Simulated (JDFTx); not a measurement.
GaN:

```
Ga N
1.0
     3.18000    0.00000    0.00000
    -1.59000    2.75396    0.00000
     0.00000    0.00000    5.16600
Ga N
2 2
Direct
  0.66667 0.33333 0.50000
  0.33333 0.66667 0.00000
  0.66667 0.33333 0.87500
  0.33333 0.66667 0.37500
```

Base run:

* Program: JDFTx 1.7.0 (patched build)
* Functional: LDA
* Potentials or basis: PseudoDojo-SR-LDA-0.4.1-standard
* Cutoff: 1143 eV
* Density cutoff: 9143 eV
* k mesh: 10 × 10 × 5
* Occupations: fermi-dirac, width 0.05 eV
* Spin: no spin polarisation

Its results: band gap on the k mesh 2.01 eV, direct; pressure -4.8 GPa; largest force 0.125 eV/Å.

Problem. The run is repeated on the same cell with these changes: functional from LDA to PBE; potentials or basis from PseudoDojo-SR-LDA-0.4.1-standard to PseudoDojo-SR-PBE-0.5-standard. What comes out?

Solution. Band gap on the k mesh 2.01 eV, direct; pressure 7.5 GPa; largest force 0.137 eV/Å.

